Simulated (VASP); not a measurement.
# Vibrations of GaP: a test of the settings

How far do the zone-centre frequencies of GaP depend on the numerical settings? The starting structure is a measured crystal structure from the Crystallography Open Database.

Method: Kohn-Sham DFT with plane waves and PAW; LDA, in VASP 6.6.1.

### Step 1. The starting structure

Symmetry: F-43m, No. 216, cubic system. Conventional cell: a = 5.451 Å, b = 5.451 Å, c = 5.451 Å, α = 90.00°, β = 90.00°, γ = 90.00°. Nearest to Ga lie 4 P at 2.36 Å. P has 4 Ga at 2.36 Å nearest. Farther neighbours are not listed.

### Step 2. Reference modes

The cell comes from a relaxation at this level, not shown (39.20 Å³).

Input file INCAR:

```
SYSTEM = GaP
PREC = Accurate
ENCUT = 450
EDIFF = 1E-08
NELM = 100
ISMEAR = 0
SIGMA = 0.03
LREAL = .FALSE.
ALGO = Normal
GGA = CA
NBANDS = 15
LORBIT = 11
LWAVE = .FALSE.
LCHARG = .FALSE.
KPAR = 4
IBRION = 8
LEPSILON = .TRUE.
ISIF = 2
```

Input file POSCAR:

```
GaP
1.0
    0.0000000000      2.6962180289      2.6962180289
    2.6962180289      0.0000000000      2.6962180289
    2.6962180289      2.6962180289      0.0000000000
Ga P
1 1
Direct
    0.0000000000      0.0000000000      0.0000000000
    0.7500000000      0.7500000000      0.7500000000
```

Input file KPOINTS:

```
Automatic mesh
0
Gamma
10 10 10
0 0 0
```

Potentials, in the order of the species: Ga_d and P (LDA family, release 64).

Started as:

```sh
> mpirun -np 4 vasp_std
```

What it wrote:

```text
[banner, memory and clock lines left out]
running    4 mpi-ranks, on    1 nodes
 distrk:  each k-point on    1 cores,    4 groups
 distr:  one band on    1 cores,    1 groups

 POSCAR found type information on POSCAR GaP
 POSCAR found :  2 types and       2 ions
 LDA part: xc-table for (Slater(with rela. corr.)+CA(PZ))
 , standard interpolation
 POSCAR, INCAR and KPOINTS ok, starting setup
 FFT: planning ... GRIDC
 FFT: planning ... GRID_SOFT
 FFT: planning ... GRID
 WAVECAR not read
 entering main loop
       N       E                     dE             d eps       ncg     rms          rms(c)
DAV:   1     0.768714154945E+02    0.76871E+02   -0.85155E+03  1434   0.160E+03
DAV:   2    -0.464962906734E+01   -0.81521E+02   -0.77774E+02  1599   0.308E+02
DAV:   3    -0.106901285056E+02   -0.60405E+01   -0.60196E+01  1795   0.682E+01
DAV:   4    -0.107838640549E+02   -0.93736E-01   -0.93715E-01  1758   0.916E+00
DAV:   5    -0.107857474786E+02   -0.18834E-02   -0.18833E-02  1874   0.113E+00    0.449E+00
DAV:   6    -0.105077501396E+02    0.27800E+00   -0.38771E-01  2177   0.113E+01    0.290E+00
DAV:   7    -0.104573080554E+02    0.50442E-01   -0.93154E-02  1815   0.223E+00    0.107E+00
DAV:   8    -0.104526791578E+02    0.46289E-02   -0.12303E-02  1852   0.128E+00    0.211E-01
DAV:   9    -0.104526410281E+02    0.38130E-04   -0.10422E-03  2065   0.420E-01    0.628E-02
DAV:  10    -0.104526382664E+02    0.27617E-05   -0.52484E-05  2202   0.895E-02    0.247E-02
DAV:  11    -0.104526443693E+02   -0.61029E-05   -0.88676E-06  1789   0.440E-02    0.753E-03
DAV:  12    -0.104526441649E+02    0.20434E-06   -0.50886E-07  1873   0.783E-03    0.505E-03
DAV:  13    -0.104526441413E+02    0.23588E-07   -0.20284E-07  1831   0.456E-03    0.915E-04
DAV:  14    -0.104526441405E+02    0.87948E-09   -0.93783E-09  1256   0.119E-03
   1 F= -.10452644E+02 E0= -.10452644E+02  d E =-.704077E-24
 Linear response reoptimize wavefunctions to high precision
DAV:   1    -0.104526441406E+02   -0.10368E-09   -0.18735E-09  1442   0.418E-04
DAV:   2    -0.104526441406E+02   -0.22737E-10   -0.23834E-10   992   0.145E-04
 Linear response G [H, r] |phi>, progress :
  Direction:   1
       N       E                     dE             d eps       ncg     rms
RMM:   1    -0.407186344476E+02   -0.40719E+02    0.16417E+02  1633   0.239E+02
RMM:   2    -0.495005955921E+02   -0.87820E+01   -0.16947E+01  2934   0.351E+01
RMM:   3    -0.506557794293E+02   -0.11552E+01   -0.60917E-01  2916   0.863E+00
RMM:   4    -0.508643015911E+02   -0.20852E+00   -0.58436E-01  3053   0.234E+00
RMM:   5    -0.508112516036E+02    0.53050E-01    0.85175E-02  3046   0.603E-01
RMM:   6    -0.508202213248E+02   -0.89697E-02    0.50065E-03  3090   0.201E-01
RMM:   7    -0.508197459144E+02    0.47541E-03    0.10706E-02  3114   0.722E-02
RMM:   8    -0.508209047555E+02   -0.11588E-02   -0.71226E-04  3161   0.295E-02
RMM:   9    -0.508208677844E+02    0.36971E-04   -0.31063E-04  3157   0.132E-02
RMM:  10    -0.508208373901E+02    0.30394E-04   -0.10627E-06  3103   0.694E-03
RMM:  11    -0.508208373903E+02   -0.17010E-09    0.23854E-07  2759   0.435E-03
RMM:  12    -0.508208403047E+02   -0.29144E-05   -0.29052E-05  2369   0.313E-03
RMM:  13    -0.508208401337E+02    0.17097E-06   -0.26635E-05  1988   0.265E-03
RMM:  14    -0.508208390492E+02    0.10845E-05   -0.16025E-05  1772   0.240E-03
RMM:  15    -0.508208399632E+02   -0.91394E-06   -0.25182E-05  1649   0.228E-03
RMM:  16    -0.508208404830E+02   -0.51989E-06   -0.30282E-05  1607   0.221E-03
RMM:  17    -0.508208390478E+02    0.14353E-05   -0.15423E-05  1578   0.226E-03
 Linear response G [H, r] |phi>, progress :
  Direction:   2
       N       E                     dE             d eps       ncg     rms
RMM:   1    -0.398621368984E+02   -0.39862E+02    0.13753E+02  1650   0.239E+02
RMM:   2    -0.507437670190E+02   -0.10882E+02   -0.11359E+01  2924   0.342E+01
RMM:   3    -0.524346030886E+02   -0.16908E+01   -0.62338E-01  2871   0.850E+00
RMM:   4    -0.526478385342E+02   -0.21324E+00   -0.59101E-01  3040   0.233E+00
RMM:   5    -0.525958429795E+02    0.51996E-01    0.84522E-02  3018   0.582E-01
RMM:   6    -0.526047773417E+02   -0.89344E-02    0.52462E-03  3070   0.192E-01
RMM:   7    -0.526043165690E+02    0.46077E-03    0.10708E-02  3114   0.696E-02
RMM:   8    -0.526054730029E+02   -0.11564E-02   -0.68290E-04  3146   0.284E-02
RMM:   9    -0.526054377599E+02    0.35243E-04   -0.30245E-04  3127   0.123E-02
RMM:  10    -0.526054074006E+02    0.30359E-04    0.77793E-06  3098   0.651E-03
RMM:  11    -0.526054067764E+02    0.62415E-06    0.15240E-05  2762   0.375E-03
RMM:  12    -0.526054097738E+02   -0.29974E-05   -0.14319E-05  2418   0.269E-03
RMM:  13    -0.526054097770E+02   -0.31775E-08   -0.14316E-05  1978   0.204E-03
RMM:  14    -0.526054101173E+02   -0.34033E-06   -0.17680E-05  1750   0.188E-03
RMM:  15    -0.526054100649E+02    0.52390E-07   -0.17139E-05  1608   0.172E-03
RMM:  16    -0.526054097006E+02    0.36435E-06   -0.13537E-05  1562   0.177E-03
RMM:  17    -0.526054101114E+02   -0.41085E-06   -0.17595E-05  1526   0.166E-03
RMM:  18    -0.526054099755E+02    0.13593E-06   -0.17631E-05  1459   0.171E-03
 Linear response G [H, r] |phi>, progress :
  Direction:   3
       N       E                     dE             d eps       ncg     rms
[...]
RMM:  13    -0.112960237375E+01    0.50719E-06    0.44378E-08  4696   0.115E-04    0.650E-06
 change of polarisation eV/A/(eV/A) component  1 :     2.142     0.671     0.359
 dielectric tensor                  component  1 :    10.886     3.096     1.657
 Linear response to external field, progress :
  Direction:   2
       N       E                     dE             d eps       ncg     rms          rms(c)
RMM:   1    -0.122900168056E+00   -0.12290E+00    0.51647E+00  5606   0.840E+00
RMM:   2    -0.114491586662E+01   -0.10220E+01   -0.66793E-02 10170   0.175E+00    0.146E+00
RMM:   3    -0.109956741104E+01    0.45348E-01   -0.30544E-02 10316   0.101E+00    0.839E-01
RMM:   4    -0.111950707764E+01   -0.19940E-01   -0.26108E-02 10451   0.926E-01    0.158E-01
RMM:   5    -0.112616057877E+01   -0.66535E-02   -0.16711E-03 10679   0.267E-01    0.366E-02
RMM:   6    -0.112945358976E+01   -0.32930E-02   -0.16969E-04 10684   0.864E-02    0.268E-02
RMM:   7    -0.112948346814E+01   -0.29878E-04   -0.29693E-05 10647   0.307E-02    0.215E-03
RMM:   8    -0.112963397919E+01   -0.15051E-03   -0.82942E-06 10994   0.993E-03    0.802E-04
RMM:   9    -0.112960895898E+01    0.25020E-04   -0.40546E-07 10903   0.382E-03    0.296E-04
RMM:  10    -0.112960750737E+01    0.14516E-05   -0.54549E-07 10803   0.146E-03    0.100E-04
RMM:  11    -0.112960446895E+01    0.30384E-05    0.22052E-07 10423   0.636E-04    0.740E-05
RMM:  12    -0.112960329111E+01    0.11778E-05    0.32695E-08  8298   0.257E-04    0.235E-05
RMM:  13    -0.112960299809E+01    0.29302E-06    0.20395E-07  4760   0.116E-04    0.599E-06
 change of polarisation eV/A/(eV/A) component  2 :     0.617     2.142     0.351
 dielectric tensor                  component  2 :     2.846    10.886     1.622
 Linear response to external field, progress :
  Direction:   3
       N       E                     dE             d eps       ncg     rms          rms(c)
RMM:   1    -0.124275910544E+00   -0.12428E+00    0.51509E+00  5602   0.840E+00
RMM:   2    -0.114492899867E+01   -0.10207E+01   -0.66980E-02 10170   0.175E+00    0.146E+00
RMM:   3    -0.109956409394E+01    0.45365E-01   -0.30640E-02 10316   0.101E+00    0.839E-01
RMM:   4    -0.111950601364E+01   -0.19942E-01   -0.26141E-02 10458   0.927E-01    0.158E-01
RMM:   5    -0.112615312930E+01   -0.66471E-02   -0.16643E-03 10682   0.267E-01    0.366E-02
RMM:   6    -0.112945557711E+01   -0.33024E-02   -0.16676E-04 10682   0.863E-02    0.268E-02
RMM:   7    -0.112948455250E+01   -0.28975E-04   -0.27756E-05 10649   0.306E-02    0.214E-03
RMM:   8    -0.112963460804E+01   -0.15006E-03   -0.78430E-06 11013   0.988E-03    0.803E-04
RMM:   9    -0.112960995228E+01    0.24656E-04   -0.86484E-07 10885   0.378E-03    0.297E-04
RMM:  10    -0.112960864684E+01    0.13054E-05   -0.56065E-07 10815   0.145E-03    0.993E-05
RMM:  11    -0.112960571932E+01    0.29275E-05    0.28133E-08 10413   0.632E-04    0.746E-05
RMM:  12    -0.112960441088E+01    0.13084E-05   -0.11552E-07  8382   0.256E-04    0.231E-05
RMM:  13    -0.112960398953E+01    0.42135E-06    0.46137E-08  4728   0.115E-04    0.597E-06
 change of polarisation eV/A/(eV/A) component  3 :     0.507     0.523     2.142
 dielectric tensor                  component  3 :     2.339     2.413    10.886
 Linear response DOF=           2
 Linear response progress:
  Degree of freedom:   1/  2
       N       E                     dE             d eps       ncg     rms          rms(c)
RMM:   1    -0.167197587388E+00   -0.16720E+00    0.11556E-01  6453   0.864E+00
RMM:   2    -0.165194133351E+00    0.20035E-02   -0.27152E-02  9841   0.141E+00    0.565E-02
RMM:   3    -0.165477514616E+00   -0.28338E-03   -0.36707E-03 10351   0.403E-01    0.428E-02
RMM:   4    -0.165332748890E+00    0.14477E-03   -0.83286E-04 10799   0.136E-01    0.126E-02
RMM:   5    -0.165311810232E+00    0.20939E-04   -0.11464E-04 10950   0.363E-02    0.396E-03
RMM:   6    -0.165311181145E+00    0.62909E-06   -0.55247E-05 10628   0.129E-02    0.930E-04
RMM:   7    -0.165309255983E+00    0.19252E-05   -0.22342E-05 10740   0.524E-03    0.127E-04
RMM:   8    -0.165306992032E+00    0.22640E-05   -0.11536E-05 10774   0.223E-03    0.481E-05
RMM:   9    -0.165306127365E+00    0.86467E-06   -0.59030E-06 10801   0.939E-04    0.273E-05
RMM:  10    -0.165305664397E+00    0.46297E-06   -0.18577E-06 10947   0.432E-04    0.836E-06
RMM:  11    -0.165305559128E+00    0.10527E-06   -0.10571E-06 10862   0.205E-04    0.470E-06
RMM:  12    -0.165305484842E+00    0.74286E-07   -0.10069E-06 10967   0.105E-04    0.200E-06
RMM:  13    -0.165305408581E+00    0.76261E-07   -0.53571E-07 10803   0.570E-05    0.518E-07
RMM:  14    -0.165305402433E+00    0.61484E-08   -0.34424E-07  9782   0.351E-05    0.400E-07
RMM:  15    -0.165305412229E+00   -0.97962E-08   -0.18987E-07  9401   0.248E-05    0.106E-07
RMM:  16    -0.165305415401E+00   -0.31724E-08   -0.11174E-07  6727   0.200E-05    0.175E-07
RMM:  17    -0.165305417327E+00   -0.19254E-08   -0.39700E-08  6210   0.178E-05    0.792E-08
 first order change of Fermi-energy   0.57540E-04
 force on displaced ion       1 direction 1 : -10.492   0.000   0.000
 Born effective charge ion    1 direction 1 :   2.058   0.000   0.000
 Linear response progress:
  Degree of freedom:   2/  2
       N       E                     dE             d eps       ncg     rms          rms(c)
RMM:   1    -0.507858037051E-01   -0.50786E-01    0.54704E-03 11755   0.182E+00
RMM:   2    -0.473451728930E-01    0.34406E-02   -0.59192E-03  9300   0.529E-01    0.123E-01
RMM:   3    -0.473839975002E-01   -0.38825E-04   -0.56471E-04 10306   0.173E-01    0.594E-02
RMM:   4    -0.476464185592E-01   -0.26242E-03   -0.12415E-04 10063   0.649E-02    0.115E-02
RMM:   5    -0.476579188829E-01   -0.11500E-04   -0.22342E-05 10792   0.220E-02    0.703E-03
RMM:   6    -0.476397678272E-01    0.18151E-04   -0.24734E-06 10097   0.776E-03    0.395E-03
RMM:   7    -0.476398768809E-01   -0.10905E-06    0.48331E-07 10673   0.294E-03    0.740E-04
RMM:   8    -0.476378445567E-01    0.20323E-05    0.22786E-07 10353   0.967E-04    0.137E-04
RMM:   9    -0.476375632505E-01    0.28131E-06    0.10734E-07 10698   0.293E-04    0.168E-05
RMM:  10    -0.476375577238E-01    0.55267E-08    0.74129E-08 10386   0.104E-04    0.427E-06
 first order change of Fermi-energy   0.70789E-04
 force on displaced ion       2 direction 1 : -10.482   0.000   0.000
 Born effective charge ion    2 direction 1 :  -2.099   0.000   0.000
 Born effective charges drift removed
 Linear response finished
```

Run time: 2.9 min. Hardware: 4 MPI ranks of Intel Xeon Platinum 8259CL at 2.50GHz (Skylake/Cascade Lake), shared host; peak memory 1.3 GiB.

The logs omit lines about the potential files and the build; timing stands in the text.

OUTCAR, selected parts (step 2):

```text
ion  position               nearest neighbor table
   1  0.000  0.000  0.000-   2 2.33   2 2.33   2 2.33   2 2.33
   2  0.750  0.750  0.750-   1 2.33   1 2.33   1 2.33   1 2.33

  LATTYP: Found a face centered cubic cell.
 ALAT       =     5.3924360578

 Subroutine GETGRP returns: Found 24 space group operations
 (whereof 24 operations were pure point group operations)

The static configuration has the point symmetry T_d .

 Found     47 irreducible k-points:

   k-points           NKPTS =     47   k-points in BZ     NKDIM =     47   number of bands    NBANDS=     15

   dimension x,y,z NGX =    28 NGY =   28 NGZ =   28
   dimension x,y,z NGXF=    56 NGYF=   56 NGZF=   56

   ENCUT  =  450.0 eV  33.07 Ry    5.75 a.u.   6.60  6.60  6.60*2*pi/ulx,y,z

   NELECT =      18.0000    total number of electrons

 k-points in reciprocal lattice and weights: Automatic mesh
   0.00000000  0.00000000  0.00000000       0.001
   0.10000000  0.00000000  0.00000000       0.008
   0.20000000  0.00000000  0.00000000       0.008
   0.30000000  0.00000000  0.00000000       0.008
   0.40000000  0.00000000  0.00000000       0.008
   0.50000000  0.00000000  0.00000000       0.004
   0.10000000  0.10000000  0.00000000       0.006
   0.20000000  0.10000000  0.00000000       0.024
   0.30000000  0.10000000  0.00000000       0.024
[...]
-0.30000000  0.40000000  0.20000000       0.024
  -0.30000000  0.50000000  0.20000000       0.012

 average (electrostatic) potential at core
       1 -66.2676       2 -84.3164

  Total       -0.0052179     -0.0052179     -0.0052179      0.0000000      0.0000000     -0.0000000
  in kB       -0.2132605     -0.2132605     -0.2132605      0.0000000      0.0000000     -0.0000000
  external PRESSURE =      -0.2132605 kB  Pullay stress =       0.0000000 kB

  energy-cutoff  :      450.00
  volume of cell :       39.20
      direct lattice vectors                 reciprocal lattice vectors
     0.000000000  2.696218029  2.696218029    -0.185444943  0.185444943  0.185444943
     2.696218029  0.000000000  2.696218029     0.185444943 -0.185444943  0.185444943
     2.696218029  2.696218029  0.000000000     0.185444943  0.185444943 -0.185444943

 POSITION                                       TOTAL-FORCE (eV/Angst)
 -----------------------------------------------------------------------------------
      0.00000      0.00000      0.00000         0.000000      0.000000      0.000000
      4.04433      4.04433      4.04433        -0.000000     -0.000000     -0.000000
 -----------------------------------------------------------------------------------
    total drift:                               -0.000000     -0.000000     -0.000000

 MACROSCOPIC STATIC DIELECTRIC TENSOR (including local field effects in DFT)
 ------------------------------------------------------
          10.886034     0.000000     0.000000
           0.000000    10.886034    -0.000000
           0.000000    -0.000000    10.886034
 ------------------------------------------------------

 PIEZOELECTRIC TENSOR (including local field effects)  for field in x, y, z        (C/m^2)
          XX          YY          ZZ          XY          YZ          ZX
  --------------------------------------------------------------------------------
  x     0.00000    -0.00000     0.00000     0.00000     0.77648     0.00000
  y    -0.00000    -0.00000     0.00000    -0.00000     0.00000     0.77648
  z     0.00000     0.00000     0.00000     0.77648    -0.00000     0.00000

 BORN EFFECTIVE CHARGES (including local field effects) (in |e|, cummulative output)
 ---------------------------------------------------------------------------------
 ion    1
    1     2.08114     0.00000     0.00000
    2     0.00000     2.08114    -0.00000
    3     0.00000     0.00000     2.08114
 ion    2
    1    -2.08114     0.00000    -0.00000
    2    -0.00000    -2.08114     0.00000
    3     0.00000    -0.00000    -2.08114

 Eigenvectors and eigenvalues of the dynamical matrix
 ----------------------------------------------------

   1 f  =   10.931023 THz    68.681643 2PiTHz  364.619679 cm-1    45.207058 meV
             X         Y         Z           dx          dy          dz
      0.000000  0.000000  0.000000     0.000000    0.554803    0.000000
      4.044327  4.044327  4.044327     0.000000   -0.831982    0.000000

   2 f  =   10.931023 THz    68.681643 2PiTHz  364.619679 cm-1    45.207058 meV
             X         Y         Z           dx          dy          dz
      0.000000  0.000000  0.000000    -0.554803    0.000000    0.000000
      4.044327  4.044327  4.044327     0.831982    0.000000    0.000000

   3 f  =   10.931023 THz    68.681643 2PiTHz  364.619679 cm-1    45.207058 meV
             X         Y         Z           dx          dy          dz
      0.000000  0.000000  0.000000     0.000000    0.000000   -0.554803
      4.044327  4.044327  4.044327     0.000000    0.000000    0.831982

   4 f/i=    0.002487 THz     0.015627 2PiTHz    0.082960 cm-1     0.010286 meV
             X         Y         Z           dx          dy          dz
      0.000000  0.000000  0.000000     0.831982    0.000000    0.000000
      4.044327  4.044327  4.044327     0.554803    0.000000    0.000000

   5 f/i=    0.002487 THz     0.015627 2PiTHz    0.082960 cm-1     0.010286 meV
             X         Y         Z           dx          dy          dz
      0.000000  0.000000  0.000000     0.000000   -0.831982    0.000000
      4.044327  4.044327  4.044327     0.000000   -0.554803    0.000000

   6 f/i=    0.002487 THz     0.015627 2PiTHz    0.082960 cm-1     0.010286 meV
             X         Y         Z           dx          dy          dz
      0.000000  0.000000  0.000000     0.000000    0.000000    0.831982
      4.044327  4.044327  4.044327     0.000000    0.000000    0.554803

 MACROSCOPIC STATIC DIELECTRIC TENSOR IONIC CONTRIBUTION
 ------------------------------------------------------
           1.906393     0.000000     0.000000
           0.000000     1.906393    -0.000000
           0.000000    -0.000000     1.906393
 ------------------------------------------------------

 ELASTIC MODULI CONTR FROM IONIC RELAXATION (kBar)
 Direction    XX          YY          ZZ          XY          YZ          ZX
 --------------------------------------------------------------------------------
 XX          -0.0000      0.0000      0.0000     -0.0000      0.0000      0.0000
 YY           0.0000     -0.0000      0.0000     -0.0000     -0.0000     -0.0000
 ZZ           0.0000      0.0000     -0.0000      0.0000     -0.0000      0.0000
 XY          -0.0000     -0.0000      0.0000   -231.5630      0.0000      0.0000
 YZ           0.0000     -0.0000     -0.0000      0.0000   -231.5630      0.0000
 ZX           0.0000     -0.0000      0.0000      0.0000      0.0000   -231.5630
 --------------------------------------------------------------------------------

 PIEZOELECTRIC TENSOR IONIC CONTR  for field in x, y, z        (C/m^2)
          XX          YY          ZZ          XY          YZ          ZX
  --------------------------------------------------------------------------------
  x     0.00000    -0.00000    -0.00000    -0.00000    -0.62519     0.00000
  y     0.00000    -0.00000     0.00000     0.00000    -0.00000    -0.62519
  z    -0.00000    -0.00000     0.00000    -0.62519     0.00000     0.00000
```

Energies printed during the response cycles are not total energies of the cell.

Reference: the zone-centre mode is T2 364.6 cm⁻¹.

(Continued in part 2 of 2.)

[Lines on the potential files, build, host, timing and source positions are cut from VASP's logs without a mark.]

[Logs are printed without paths, hosts, clocks, repeated set-up lines and the standing remarks that a program may print on its own settings, such as how far it seeks lower states.]

[Hosts, paths, dates, database ids (printed as entryN), source tags and the programs' standing remarks are cut or masked in the printed files.]
